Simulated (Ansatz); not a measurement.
Input and command of a calculation in Ansatz (plane waves; scalar-relativistic PAW potentials unless the input names others):

```yaml
crystal:
  lattice:
    - [1.2280263465, 0.7090013417, 3.3470108394]
    - [-1.2280263465, 0.7090013417, 3.3470108394]
    - [0.0, -1.4180026834, 3.3470108394]
  atoms:
    - { symbol: C, position: [0.2110144855, 0.2110144855, 0.0699710289] }
    - { symbol: C, position: [0.836, 0.836, 0.836] }
basis:
  ecutwfc: 420
kpoints:
  mp_grid: { grid: [12, 12, 12] }
hamiltonian:
  xc: lda
scf:
  occupations: { method: gaussian, width: 0.05 }
  eigensolver: { kind: davidson }
  n_extra_bands: 8
output:
  forces: true
  eigenvalues: true
  stress: true
```

```bash
ansatz run input.yaml --threads 1 --pin off --max-ram 2560MiB --backend cpu --events-out ev --progress --plain --runs-dir out
```

Abridged log:
```
scf.n_extra_bands = 8 over 4 filled bands (N_el = 8.0): the run solves 12 bands
Pseudopotentials: kind: paw
Pseudopotential: C, paw, valence charge 4, recommended cutoff 420 eV (normal)
Functional definition: SPW92
Crystal: 2 atoms, lattice volume = 17.485 Å³
Basis set: ecut = 420 eV, 329 PW (Γ), FFT grids on a1−a3, a2−a3, a3
Bands: 12, of which v1, the nominal top of the filled ones, is band 4 counted from 1 (3 counted from 0)
Symmetry: 4 space group operations
Space group: C2/m (ITA 12), of the structure as read, at distance tolerance 2.6e-5 Å
k-points: 476 of 1728
Initial density: superposition of atomic densities (neutral atoms: chi_scale 0, normalization atom), corrected by the library's trained network
Initial wavefunctions: pseudopotential atomic-orbital guess
Functional: x = slater, c = lda
SCF iter   1: F=—  HF=-485.040138 eV  |F-HF|=—  |Δ(HF+E_count)|=         —  Δρ=5.89e-3  dr2=2.45e-3  ethr=1.77e-3  ⟨swp⟩=6.4  Hψ=27369  notcnv=0
SCF iter   2: F=—  HF=-485.039675 eV  |F-HF|=—  |Δ(HF+E_count)|=   4.63e-4  Δρ=2.83e-3  dr2=6.08e-4  ethr=3.06e-5  ⟨swp⟩=2.1  Hψ=8330  notcnv=0  defer=39
SCF iter   3: F=—  HF=-485.039540 eV  |F-HF|=—  |Δ(HF+E_count)|=   1.35e-4  Δρ=9.90e-5  dr2=1.37e-6  ethr=1.59e-8  ⟨swp⟩=3.0  Hψ=17471  notcnv=0  defer=2
SCF iter   4: F=-485.039540 eV  HF=-485.039540 eV  |F-HF|=1.11e-9  |Δ(HF+E_count)|=   5.29e-8  Δρ=1.26e-5  dr2=1.24e-8  ethr=1.59e-8  ⟨swp⟩=2.0  Hψ=7671  notcnv=0  defer=2
SCF iter   5: F=-485.039540 eV  HF=-485.039540 eV  |F-HF|=2.33e-11  |Δ(HF+E_count)|=  8.03e-10  Δρ=1.18e-6  dr2=1.07e-10  ethr=1.55e-10  ⟨swp⟩=2.8  Hψ=8069  notcnv=0  defer=1
SCF iter   6: F=-485.039540 eV  HF=-485.039540 eV  |F-HF|=4.55e-13  |Δ(HF+E_count)|=  8.53e-12  Δρ=1.66e-7  dr2=1.85e-12  ethr=1.33e-12  ⟨swp⟩=3.0  Hψ=9169  notcnv=0
SCF 1 converged in 6 iterations: F = -485.039540 eV  dr2 = 1.85e-12
SCF converged after 6 iterations
Free energy (F): -485.039540 eV
Harris-Foulkes:  -485.039540 eV  (|F-HF|=4.55e-13)
Internal energy: -485.039338 eV  (E = F + TS)
E sigma→0 (E₀):  -485.039439 eV
Entropy (-TS):   -0.000202 eV (-0.101 meV/atom)
Fermi energy:    7.056130 eV
--- Forces (eV/Å), atoms counted from 1 ---
  atom   1  C      0.00000000    -7.74587372     0.69397145
  atom   2  C      0.00000000     7.74587372    -0.69397145
--- Stress (GPa, compression-positive) ---
       35.326382       0.000000       0.000000
        0.000000      -3.831169       3.587009
        0.000000       3.587009      -0.814711
  P = ⅓ Tr σ = 10.2268 GPa (102.268 kbar)
```

Apart from outputs, the input differs from a reference run on usual settings in scf.eigensolver.kind: not typed → "davidson"; scf.n_extra_bands: not typed → 8. The reference, at the same geometry (not necessarily relaxed), gave pressure 10.23 GPa, largest force 7.777 eV/Å, no gap on the mesh. This run converged in 6 SCF iterations (reference: 6) with an energy at zero smearing within 0.01 meV/atom of the reference's, pressure 10.23 GPa, largest force 7.777 eV/Å, no gap on the mesh.

It took 5.7 s on 1 thread of Intel(R) Xeon(R) Processor @ 2.70GHz, with other jobs on the host, peak memory 0.34 GiB.